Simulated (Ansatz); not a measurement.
**From the elastic tensor of Si to moduli and sound speeds**

Computed with DFT PBE, scalar-relativistic, plane waves, PAW (Ansatz 0.2.0). Plane waves to 420 eV; Γ-centred k mesh 10×10×10; fixed occupations. No spin polarisation.

Symmetry: Fd-3m, No. 227, cubic system. The conventional cell has a = 5.470 Å, b = 5.470 Å, c = 5.470 Å, α = 90.00°, β = 90.00°, γ = 90.00°. Si (site symmetry -43m) is surrounded by 4 Si at 2.37 Å.

Relaxed-ion constants (GPa, on the Cartesian axes of the calculation):
```
152.9  56.8  56.8   0.0   0.0   0.0
 56.8 152.9  56.8   0.0   0.0   0.0
 56.8  56.8 152.9   0.0   0.0   0.0
  0.0   0.0   0.0  74.2   0.0   0.0
  0.0   0.0   0.0   0.0  74.2   0.0
  0.0   0.0   0.0   0.0   0.0  74.2
```

Density 2.279 g/cm³; 2 atoms in 40.92 Å³.

The values that follow are for a polycrystal of randomly turned grains, by Hill's mean where one number stands.

With S = C⁻¹: B_V = (C11+C22+C33+2(C12+C13+C23))/9, G_V = (C11+C22+C33−C12−C13−C23+3(C44+C55+C66))/15, 1/B_R = S11+S22+S33+2(S12+S13+S23), 15/G_R = 4(S11+S22+S33−S12−S13−S23)+3(S44+S55+S66); Hill is their mean. Then v_l = √((B+4G/3)/ρ), v_t = √(G/ρ), v_m = [(2/v_t³+1/v_l³)/3]^(−1/3) and Θ = (ħ/k_B)·v_m·(6π²n/V)^(1/3) for n atoms in the volume V; E = 9BG/(3B+G), ν = (3B−2G)/(2(3B+G)) and A^U = 5G_V/G_R + B_V/B_R − 6.

```json
{
 "Bulk modulus, Voigt / Reuss / Hill": "88.8 / 88.8 / 88.8 GPa",
 "Shear modulus, Voigt / Reuss / Hill": "63.8 / 61.0 / 62.4 GPa",
 "Young's modulus": "152 GPa",
 "Poisson ratio": "0.216",
 "Pugh ratio B/G": "1.42",
 "Universal anisotropy index": "0.23",
 "Longitudinal and transverse sound speeds": "8686 and 5230 m/s",
 "Debye temperature from the mean sound speed": "630 K"
}
```

Cost: 1 run of about 0.32 core-minutes, on Arm Neoverse V2 (shared hosts).

Silicon comes out stiff in shear relative to its compressibility, as expected for a network of directional sp³ bonds that resist bending as well as stretching. C44 exceeds C12, the reverse of what is common in ductile metals, and this fits the low B/G ratio. C44 also lies well above half the difference between C11 and C12, so a single crystal is stiffest in tension along the ⟨111⟩ bond directions and most compliant along ⟨100⟩. This anisotropy separates the Voigt and Reuss shear moduli, whereas the two bulk moduli coincide by cubic symmetry.

The lattice is slightly larger and the elastic constants are somewhat lower than experiment gives for silicon. Both probably reflect the tendency of PBE to underbind, since longer bonds have a weaker restoring force. The Debye temperature inherits this softness and describes the long-wavelength acoustic limit, not the heat capacity at ordinary temperatures, where dispersion and optical modes matter. The B/G ratio is compatible with brittleness but does not establish it, because fracture depends on cleavage energies and dislocation mobility.
